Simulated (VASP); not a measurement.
# Ir (Ia-3) in VASP: a series of runs

Runs on Ir. Level: PBE. Tasks: single point, relaxation of cell and atoms.

All numbers are computed with VASP 6.6.1; they aren't measurements. Logs are shortened: lines on timing, memory, paths and dates and some standing lists are left out, and cuts for length are marked.

### 1 The structure

The structure is cubic, space group Ia-3 (No. 206). Conventional cell: a = 6.669 Å, b = 6.669 Å, c = 6.669 Å, α = 90.00°, β = 90.00°, γ = 90.00°. Around Ir (site symmetry 3) lie 3 Ir at 2.36 Å.

The cell was built by a generator and needn't be a form met in nature.

### 2 Single point, PBE

File INCAR:

```
ALGO = Normal ; EDIFF = 1E-7
ENCUT = 520 ; GGA = PE
ISIF = 2 ; ISMEAR = 0
LASPH = True ; LCHARG = False
LREAL = False ; LWAVE = False
NBANDS = 46 ; NELM = 100
PREC = Accurate ; SIGMA = 0.1
```

File KPOINTS:

```
k-points
0
Gamma
  4 4 4
```

File POSCAR:

```
Ir
1.0
   -3.3345287136      3.3345287136      3.3345287136
    3.3345287136     -3.3345287136      3.3345287136
    3.3345287136      3.3345287136     -3.3345287136
Ir
8
Direct
    0.2417889184      0.2417889184      0.2417889184
    0.5000000000      0.0000000000      0.2582110816
    0.2582110816      0.5000000000      0.0000000000
    0.0000000000      0.2582110816      0.5000000000
    0.7582110816      0.7582110816      0.7582110816
    0.5000000000      0.0000000000      0.7417889184
    0.7417889184      0.5000000000      0.0000000000
    0.0000000000      0.7417889184      0.5000000000
```

Potentials or basis: VASP PAW PBE potentials, release 64 (Ir).

Run with:

```sh
cat potpaw_PBE.64/Ir/POTCAR > POTCAR
mpirun -np 1 vasp_std > vasp.out
```

OUTCAR:

```text
EDIFF = 1E-7
   ENCUT = 520
   GGA = PE
   ISIF = 2
   ISMEAR = 0
   LASPH = True
   LREAL = False
   NELM = 100
   PREC = Accurate

 ion  position               nearest neighbor table
   1  0.242  0.242  0.242-   2 2.36   3 2.36   4 2.36   5 2.79   5 2.98
   2  0.500  0.000  0.258-   1 2.36   4 2.36   3 2.36   6 2.79   6 2.98
   3  0.258  0.500  0.000-   1 2.36   4 2.36   2 2.36   7 2.79   7 2.98
   4  0.000  0.258  0.500-   1 2.36   3 2.36   2 2.36   8 2.79   8 2.98
   5  0.758  0.758  0.758-   6 2.36   7 2.36   8 2.36   1 2.79   1 2.98
   6  0.500  0.000  0.742-   5 2.36   8 2.36   7 2.36   2 2.79   2 2.98
   7  0.742  0.500  0.000-   5 2.36   8 2.36   6 2.36   3 2.79   3 2.98
   8  0.000  0.742  0.500-   5 2.36   6 2.36   7 2.36   4 2.79   4 2.98

  LATTYP: Found a body centered cubic cell.
 ALAT       =     6.6690574272

  Lattice vectors:

 A1 = (  -3.3345287136,   3.3345287136,   3.3345287136)
 A2 = (   3.3345287136,  -3.3345287136,   3.3345287136)
 A3 = (   3.3345287136,   3.3345287136,  -3.3345287136)

Analysis of symmetry for initial positions (statically):
=====================================================================
 Subroutine PRICEL returns:
 Original cell was already a primitive cell.

 Routine SETGRP: Setting up the symmetry group for a
 body centered cubic supercell.

 Subroutine GETGRP returns: Found 24 space group operations
 (whereof  6 operations were pure point group operations)
 out of a pool of 48 trial point group operations.

The static configuration has the point symmetry S_6 .
 The point group associated with its full space group is T_h .

Analysis of symmetry for dynamics (positions and initial velocities):
=====================================================================
 Subroutine PRICEL returns:
 Original cell was already a primitive cell.

 Routine SETGRP: Setting up the symmetry group for a
 body centered cubic supercell.

 Subroutine GETGRP returns: Found 24 space group operations
 (whereof  6 operations were pure point group operations)
 out of a pool of 48 trial point group operations.

The dynamic configuration has the point symmetry S_6 .
 The point group associated with its full space group is T_h .

 Subroutine INISYM returns: Found 24 space group operations
 (whereof  6 operations are pure point group operations),
 and found     1 'primitive' translations

----------------------------------------------------------------------------------------

                                     Primitive cell

  volume of cell :     148.3076

  direct lattice vectors                    reciprocal lattice vectors
    -3.334528714  3.334528714  3.334528714     0.000000000  0.149946227  0.149946227
     3.334528714 -3.334528714  3.334528714     0.149946227  0.000000000  0.149946227
     3.334528714  3.334528714 -3.334528714     0.149946227  0.149946227  0.000000000

  length of vectors
     5.775573151  5.775573151  5.775573151     0.212055988  0.212055988  0.212055988

  position of ions in fractional coordinates (direct lattice)
     0.241788918  0.241788918  0.241788918
     0.500000000  0.000000000  0.258211082
     0.258211082  0.500000000  0.000000000
     0.000000000  0.258211082  0.500000000
     0.758211082  0.758211082  0.758211082
     0.500000000  0.000000000  0.741788918
     0.741788918  0.500000000  0.000000000
     0.000000000  0.741788918  0.500000000

  ion indices of the primitive-cell ions
   primitive index   ion index
                 1           1
                 2           2
                 3           3
                 4           4
                 5           5
                 6           6
                 7           7
                 8           8

----------------------------------------------------------------------------------------

 KPOINTS: k-points

Automatic generation of k-mesh.
 Grid dimensions read from file:
 generate k-points for:    4    4    4

 Generating k-lattice:

  Cartesian coordinates                     Fractional coordinates (reciprocal lattice)
[... 44 lines left out ...]
 Gauss-broadening in eV      SIGMA  =   0.10
  energy-cutoff  :      520.00
  volume of cell :      148.31
 maximum number of plane-waves:      4028
 NGX is ok and might be reduce to    48
   NGX = 21   NGY = 21   NGZ = 21

 number of electron      72.0000002 magnetization

 Free energy of the ion-electron system (eV)
  ---------------------------------------------------
  ext. energy  EPLUGINS =         0.00000000
  ---------------------------------------------------
  free energy    TOTEN  =       -64.48008594 eV

  energy without entropy =      -64.47279329  energy(sigma->0) =      -64.47643961

 E-fermi :   6.8371     XC(G=0): -12.1866

 val. band max:        6.7830539164   @ k =  -0.2500   0.2500   0.2500
 cond. band min:       7.0455264888   @ k =   0.2500   0.0000   0.0000
 fundamental gap:      0.2624725724
 Fermi energy:         6.8370735941

 k-point     1 :       0.0000    0.0000    0.0000
  band No.  band energies     occupation
      1      -2.0592      2.00000
      2       0.5197      2.00000
      3       0.5197      2.00000
      4       0.9021      2.00000
      5       0.9021      2.00000
      6       0.9021      2.00000
[... 38 lines left out ...]
     45       9.9594      0.00000
     46       9.9896      0.00000

 k-point     2 :       0.2500    0.0000    0.0000
  band No.  band energies     occupation
      1      -1.5236      2.00000
      2       0.5764      2.00000
      3       0.6564      2.00000
      4       0.7220      2.00000
      5       0.9236      2.00000
      6       1.0176      2.00000
[... 38 lines left out ...]
     45       9.2526      0.00000
     46       9.5134      0.00000

 k-point     3 :       0.5000    0.0000    0.0000
  band No.  band energies     occupation
      1      -0.1958      2.00000
      2      -0.1958      2.00000
      3       0.5169      2.00000
      4       0.5169      2.00000
      5       0.9099      2.00000
      6       0.9099      2.00000
[... 234 lines left out ...]
     45       8.4809      0.00000
     46       8.5848      0.00000

 k-point     8 :       0.5000    0.5000    0.5000
  band No.  band energies     occupation
      1       0.5190      2.00000
      2       0.5190      2.00000
      3       0.5190      2.00000
      4       0.6605      2.00000
      5       0.6605      2.00000
      6       0.6605      2.00000
[... 38 lines left out ...]
     45       8.2319      0.00000
     46       8.2319      0.00000

------------------------ aborting loop because EDIFF is reached ----------------------------------------

  FORCE on cell =-STRESS in cart. coord.  units (eV):
  Direction    XX          YY          ZZ          XY          YZ          ZX
  --------------------------------------------------------------------------------------
  -------------------------------------------------------------------------------------
  Total       -0.1358045     -0.1358045     -0.1358045      0.0000000     -0.0000000     -0.0000000
  in kB       -1.4671050     -1.4671050     -1.4671050      0.0000000     -0.0000000     -0.0000000
  external PRESSURE =      -1.4671050 kB  Pullay stress =       0.0000000 kB

 VOLUME and BASIS-vectors are now :
 -----------------------------------------------------------------------------
  energy-cutoff  :      520.00
  volume of cell :      148.31
      direct lattice vectors                 reciprocal lattice vectors
    -3.334528714  3.334528714  3.334528714     0.000000000  0.149946227  0.149946227
     3.334528714 -3.334528714  3.334528714     0.149946227  0.000000000  0.149946227
     3.334528714  3.334528714 -3.334528714     0.149946227  0.149946227  0.000000000

 POSITION                                       TOTAL-FORCE (eV/Angst)
 -----------------------------------------------------------------------------------
      0.80625      0.80625      0.80625         0.011897      0.011897      0.011897
     -0.80625      2.52828      0.80625        -0.011897     -0.011897      0.011897
      0.80625     -0.80625      2.52828         0.011897     -0.011897     -0.011897
      2.52828      0.80625     -0.80625        -0.011897      0.011897     -0.011897
      2.52828      2.52828      2.52828        -0.011897     -0.011897     -0.011897
      0.80625      4.14078     -0.80625         0.011897      0.011897     -0.011897
     -0.80625      0.80625      4.14078        -0.011897      0.011897      0.011897
      4.14078     -0.80625      0.80625         0.011897     -0.011897      0.011897
 -----------------------------------------------------------------------------------
    total drift:                                0.000000      0.000000      0.000000

  FREE ENERGIE OF THE ION-ELECTRON SYSTEM (eV)
  ---------------------------------------------------
  free  energy   TOTEN  =       -64.4800859359 eV

  energy  without entropy=      -64.4727932910  energy(sigma->0) =      -64.47643961
```

Run time: 83 s. Hardware: 1 thread of Intel Xeon Platinum 8488C (Sapphire Rapids), shared host; peak memory 0.31 GiB.

Results:

* Free energy: -64.4801 eV
* Pressure: -0.1 GPa
* Largest force: 0.021 eV/Å
* Band gap on the k mesh: none (metal or under the smearing width)

Forces on the atoms (eV/Å):
```
Ir   0.012  0.012  0.012
Ir  -0.012 -0.012  0.012
Ir   0.012 -0.012 -0.012
Ir  -0.012  0.012 -0.012
Ir  -0.012 -0.012 -0.012
Ir   0.012  0.012 -0.012
Ir  -0.012  0.012  0.012
Ir   0.012 -0.012  0.012
```

Levels at points of the mesh, in eV from the Fermi level:
```csv
k point,band 32,band 33,band 34,band 35,band 36,band 37,band 38,band 39,band 40,band 41
"(0.00, 0.00, 0.00)",-1.03,-1.03,-0.84,-0.84,-0.51,-0.51,-0.51,1.45,1.45,1.45
"(0.50, 0.00, 0.00)",-1.59,-1.10,-1.10,-0.49,-0.49,0.37,0.37,0.52,0.52,1.01
"(0.50, 0.50, 0.50)",-2.15,-2.15,-1.86,-1.86,-1.86,0.80,0.80,0.80,1.02,1.02
```

The run has no spin-orbit coupling, so splittings on Ir are missing.

### 3 Relaxation of cell and atoms, PBE

This run uses another cell than the first one, of 15.81 Å³/atom, 0.853 times its volume.

File INCAR:

```
SYSTEM = Ir
PREC     = Accurate       ! precision mode
ENCUT    = 600            ! plane-wave cutoff, eV
EDIFF    = 1E-7           ! SCF threshold, eV
ISMEAR   = 0              ! smearing method
SIGMA    = 0.1            ! smearing width, eV
LREAL    = .FALSE.        ! projectors in reciprocal space
LASPH    = .TRUE.         ! aspherical terms in the spheres
NELM     = 100            ! most SCF steps
ALGO     = Normal         ! electronic algorithm
ISIF     = 3              ! what is computed and relaxed
LWAVE    = .FALSE.        ! write WAVECAR
LCHARG   = .FALSE.        ! write CHGCAR
GGA      = PE             ! functional
IBRION   = 2              ! ionic algorithm
NSW      = 90             ! ionic steps
EDIFFG   = -0.04          ! ionic threshold
```

File KPOINTS:

```
regular mesh
0
G
  4 4 4
  0 0 0
```

File POSCAR:

```
Ir
1.0
   -3.1624516543      3.1624516543      3.1624516543
    3.1624516543     -3.1624516543      3.1624516543
    3.1624516543      3.1624516543     -3.1624516543
Ir
8
Direct
    0.2060000000      0.2060000000      0.2060000000
    0.5000000000      0.0000000000      0.2940000000
    0.2940000000      0.5000000000      0.0000000000
    0.0000000000      0.2940000000      0.5000000000
    0.7940000000      0.7940000000      0.7940000000
    0.5000000000      0.0000000000      0.7060000000
    0.7060000000      0.5000000000      0.0000000000
    0.0000000000      0.7060000000      0.5000000000
```

Potentials or basis: VASP PAW PBE potentials, release 64 (Ir).

Run with:

```sh
cat potpaw_PBE.64/Ir/POTCAR > POTCAR
mpirun -np 1 vasp_std > vasp.out
```

It took 13 min on 1 thread of Intel Xeon Platinum 8488C (Sapphire Rapids), shared host; peak memory 0.36 GiB.

It converged, with:

```yaml
Free_energy: -64.4783 eV
Relaxed_volume: 18.51 Å³/atom
Relaxed_cell: a = 5.772 Å, b = 5.772 Å, c = 5.772 Å, α = 109.47°, β = 109.47°, γ = 109.47°
Space_group_after_relaxing_to_0.05_Å: Ia-3 (No. 206)
Energy_gained_by_relaxing: 826.6 meV/atom
Ionic_steps: 13
Pressure_after_relaxing: 0.2 GPa
Largest_force_after_relaxing: 0.023 eV/Å
Band_gap_on_the_k_mesh: none (metal or under the smearing width)
```

Forces on the atoms (eV/Å):
```
Ir   0.013  0.013  0.013
Ir  -0.013 -0.013  0.013
Ir   0.013 -0.013 -0.013
Ir  -0.013  0.013 -0.013
Ir  -0.013 -0.013 -0.013
Ir   0.013  0.013 -0.013
Ir  -0.013  0.013  0.013
Ir   0.013 -0.013  0.013
```

The path:
| step | energy change (eV) | largest force (eV/Å) | pressure (GPa) | volume (Å³) |
| --- | --- | --- | --- | --- |
| 1 | 0.0000 | 5.3843 | 68.36 | 126.51 |
| 2 | 17.6567 | 0.0864 | -24.65 | 294.65 |
| 3 | 3.1755 | 0.2461 | -31.83 | 214.61 |
| 4 | -4.0868 | 0.0015 | -24.35 | 175.88 |
| 5 | -6.2377 | 1.0116 | 0.69 | 149.84 |
| 6 | -6.2540 | 0.8611 | -2.88 | 152.19 |
| 7 | -6.2553 | 0.8965 | -2.04 | 151.62 |
| 8 | -6.4724 | 0.5435 | 1.92 | 147.98 |
| 9 | -6.5097 | 0.3536 | 5.11 | 145.61 |
| 10 | -6.5999 | 0.1246 | 0.58 | 148.05 |
| 11 | -6.6060 | 0.0664 | -0.92 | 148.95 |
| 12 | -6.6104 | 0.0450 | -0.40 | 148.55 |
| 13 | -6.6127 | 0.0228 | 0.24 | 148.07 |

Final structure:
```cif
data_structure
_symmetry_space_group_name_H-M 'P 1'
_symmetry_Int_Tables_number 1
_cell_length_a 5.7725
_cell_length_b 5.7725
_cell_length_c 5.7725
_cell_angle_alpha 109.471
_cell_angle_beta 109.471
_cell_angle_gamma 109.471
_cell_volume 148.07
loop_
_atom_site_label
_atom_site_type_symbol
_atom_site_fract_x
_atom_site_fract_y
_atom_site_fract_z
_atom_site_occupancy
Ir1 Ir 0.24177 0.24177 0.24177 1
Ir2 Ir 0.50000 0.00000 0.25823 1
Ir3 Ir 0.25823 0.50000 0.00000 1
Ir4 Ir 0.00000 0.25823 0.50000 1
Ir5 Ir 0.75823 0.75823 0.75823 1
Ir6 Ir 0.50000 0.00000 0.74177 1
Ir7 Ir 0.74177 0.50000 0.00000 1
Ir8 Ir 0.00000 0.74177 0.50000 1
```

Levels at points of the mesh, in eV from the Fermi level:
| k point | band 34 | band 35 | band 36 | band 37 | band 38 | band 39 |
| --- | --- | --- | --- | --- | --- | --- |
| (0.00, 0.00, 0.00) | -0.84 | -0.84 | -0.51 | -0.51 | -0.51 | 1.46 |
| (0.50, 0.00, 0.00) | -1.10 | -0.49 | -0.49 | 0.37 | 0.37 | 0.53 |
| (0.50, 0.50, 0.50) | -1.86 | -1.86 | -1.86 | 0.80 | 0.80 | 0.80 |

Caveat: the volume moved by over 15 % at a fixed basis, so the end points are rough. The run has no spin-orbit coupling, so splittings on Ir are missing.

### 4 Single point, PBE (random cell with space group Pm-3m (No. 221))

File INCAR:

```
ALGO = Normal
EDIFF = 1E-6
ENCUT = 520
GGA = PE
ISIF = 2
ISMEAR = 0
LASPH = True
LCHARG = True
LELF = True
LREAL = False
LVHAR = True
LWAVE = False
NBANDS = 20
NELM = 100
PREC = Accurate
SIGMA = 0.1
```

File KPOINTS:

```
k-points
0
Gamma
  6 6 6
```

File POSCAR:

```
Ir
1.0
    3.7334951464      0.0000000000      0.0000000000
    0.0000000000      3.7334951464      0.0000000000
    0.0000000000      0.0000000000      3.7334951464
Ir
3
Direct
    0.0000000000      0.5000000000      0.5000000000
    0.5000000000      0.0000000000      0.5000000000
    0.5000000000      0.5000000000      0.0000000000
```

Run with:

```sh
cat potpaw_PBE.64/Ir/POTCAR > POTCAR
mpirun -np 1 vasp_std > vasp.out
```

It took 12 s on 1 thread of Intel Xeon Platinum 8488C (Sapphire Rapids), shared host; peak memory 0.16 GiB.

It converged, with:

```yaml
Free_energy: -24.2394 eV
Pressure: 0.2 GPa
Band_gap_on_the_k_mesh: none (metal or under the smearing width)
```

Levels at points of the mesh, in eV from the Fermi level:
| k point | band 11 | band 12 | band 13 | band 14 | band 15 | band 16 |
| --- | --- | --- | --- | --- | --- | --- |
| (0.00, 0.00, 0.00) | 0.58 | 0.58 | 2.15 | 2.64 | 2.64 | 2.64 |
| (0.50, 0.00, 0.00) | -1.72 | -1.61 | -0.66 | -0.66 | -0.53 | 0.76 |
| (0.50, 0.50, 0.00) | -1.61 | -1.61 | -1.46 | -0.59 | -0.48 | 0.24 |
| (0.50, 0.50, 0.50) | -0.01 | 0.09 | 0.09 | 1.92 | 1.92 | 1.92 |

### 5 Relaxation of cell and atoms, PBE (random cell with space group Pm-3m (No. 221))

File INCAR:

```
SYSTEM = Ir
PREC = Accurate
ENCUT = 600
EDIFF = 1E-6
ISMEAR = 0
SIGMA = 0.1
LREAL = .False.
LASPH = .True.
NELM = 100
ALGO = Fast
ISIF = 3
LWAVE = .False.
LCHARG = .False.
GGA = PE
IBRION = 2
NSW = 90
EDIFFG = -0.04
```

File KPOINTS:

```
regular mesh
0
Gamma
  6 6 6
  0 0 0
```

File POSCAR:

```
Ir
1.0
    3.7045553359      0.0000000000      0.0000000000
    0.0000000000      3.7045553359      0.0000000000
    0.0000000000      0.0000000000      3.7045553359
Ir
3
Direct
    0.0000000000      0.5000000000      0.5000000000
    0.5000000000      0.0000000000      0.5000000000
    0.5000000000      0.5000000000      0.0000000000
```

Run with:

```sh
cat potpaw_PBE.64/Ir/POTCAR > POTCAR
mpirun -np 1 vasp_std > vasp.out
```

Run time: 49 s. Hardware: 1 thread of Intel Xeon Platinum 8488C (Sapphire Rapids), shared host; peak memory 0.18 GiB.

It converged, with:

| Quantity | Value |
| --- | --- |
| Free energy | -24.2399 eV |
| Relaxed volume | 17.38 Å³/atom |
| Relaxed cell | a = 3.736 Å, b = 3.736 Å, c = 3.736 Å, α = 90.00°, β = 90.00°, γ = 90.00° |
| Space group after relaxing (to 0.05 Å) | Pm-3m (No. 221) |
| Energy gained by relaxing | 8.5 meV/atom |
| Ionic steps | 3 |
| Pressure after relaxing | -0.2 GPa |
| Band gap on the k mesh | none (metal or under the smearing width) |

The path:
```
step  energy change (eV)  largest force (eV/Å)  pressure (GPa)  volume (Å³)
   1              0.0000                0.0000            6.66        50.84
   2              0.1940                0.0000          -15.85        56.21
   3             -0.0256                0.0000           -0.18        52.14
```

Final structure:
```
Ir
1.0
     3.73598    0.00000    0.00000
     0.00000    3.73598    0.00000
     0.00000    0.00000    3.73598
Ir
3
Direct
  0.00000 0.50000 0.50000
  0.50000 0.00000 0.50000
  0.50000 0.50000 0.00000
```

Levels at points of the mesh, in eV from the Fermi level:
| k point | band 11 | band 12 | band 13 | band 14 | band 15 | band 16 |
| --- | --- | --- | --- | --- | --- | --- |
| (0.00, 0.00, 0.00) | 0.58 | 0.58 | 2.14 | 2.63 | 2.63 | 2.63 |
| (0.50, 0.00, 0.00) | -1.71 | -1.60 | -0.65 | -0.65 | -0.53 | 0.75 |
| (0.50, 0.50, 0.00) | -1.61 | -1.61 | -1.45 | -0.59 | -0.48 | 0.24 |
| (0.50, 0.50, 0.50) | -0.01 | 0.09 | 0.09 | 1.92 | 1.92 | 1.92 |

### 6 Summary

| task | cell | k mesh | cutoff (eV) | gap on the mesh (eV) | pressure (GPa) | relaxed volume (Å³/atom) | largest force (eV/Å) |
| --- | --- | --- | --- | --- | --- | --- | --- |
| single point | Ia-3, 18.54 Å³/atom | 4 × 4 × 4 | 520 | none | -0.1 | - | 0.02 |
| relaxation of cell and atoms | relaxed | 4 × 4 × 4 | 600 | none | 0.2 | 18.51 | 0.02 |
| single point | random cell with space group Pm-3m (No. 221) | 6 × 6 × 6 | 520 | none | 0.2 | - | - |
| relaxation of cell and atoms | relaxed from: random cell with space group Pm-3m (No. 221) | 6 × 6 × 6 | 600 | none | -0.2 | 17.38 | - |

Alike in all rows: level PBE; potentials or basis VASP PAW PBE potentials, release 64 (Ir); no spin polarisation; smearing gaussian 0.1 eV.

Caveats: the volume moved by over 15 % at a fixed basis, so the end points are rough (some runs).

Absolute energies hang on the potentials; compare differences alone.
